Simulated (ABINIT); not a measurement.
Wanted: the native input for an ABINIT 10.8.3 (patched build) run.

| Property | Result |
| --- | --- |
| Task | single point |
| Functional | PBE |
| Potentials or basis | JTH PAW PBE v2.0 |
| Cutoff | 844 eV |
| k mesh | 10 × 10 × 10 |
| Occupations | fermi-dirac, width 0.05 eV |
| Spin | collinear spin, ferromagnetic start |
| Starting moments | [3.0] μB |
| Fine-grid cutoff | 1442.2 eV |

Crystal: Fe.

```
Fe
1.0
     0.00000    1.94174    1.96511
     1.49844    0.00000    1.96511
     1.49844    1.94174    0.00000
Fe
1
Direct
  0.00000 0.00000 0.00000
```

These files were run (other wordings do the same):

run.abi

```
# Pseudopotentials
pp_dirpath "./"
pseudos "Fe.GGA_PBE-JTH.xml"

# Structure
acell 5.2205685297 4.6699410662 4.6349071117
rprim
     0.0000000000     0.7028652530     0.7113230181
     0.6063546897     0.0000000000     0.7951943098
     0.6109379536     0.7916784807     0.0000000000
ntypat 1
znucl 26
natom 1
typat 1
xred
     0.0000000000     0.0000000000     0.0000000000
chkprim 0
chksymtnons 0
tolsym 1.0e-6

# Plane-wave basis
ecut 843.552974 eV
pawecutdg 53.0
pawxcdev 0

# k points
kptopt 1
ngkpt 10 10 10
nshiftk 1
shiftk 0.0 0.0 0.0

# Exchange and correlation
ixc 11

# Bands and occupations
nband 13
occopt 3
tsmear 0.05 eV

# Spin
nsppol 2
spinat
     0.0000000000     0.0000000000     3.0000000000

# SCF cycle
nstep 100
tolvrs 1.0e-9

# Output
iomode 3
prtwf 0
prtden 0
prteig 0
prtebands 0
```

Potentials or basis: JTH PAW PBE v2.0.

The run is started by

```sh
$ abinit run.abi > log 2>&1
```

It gave:

```json
{"Pressure": "-2.5 GPa", "Band gap on the k mesh": "none (metal or under the smearing width)", "Net moment": "2.17 μB per cell", "Site moments": "Fe +2.22 μB", "Valence electrons inside the program's atomic spheres": "Fe 14.41 (radii [1.1194] Å)"}
```

Wall time 75 s on 1 thread of Intel(R) Xeon(R) 6975P-C (Granite Rapids), with other jobs on the host, peak memory 0.18 GiB.
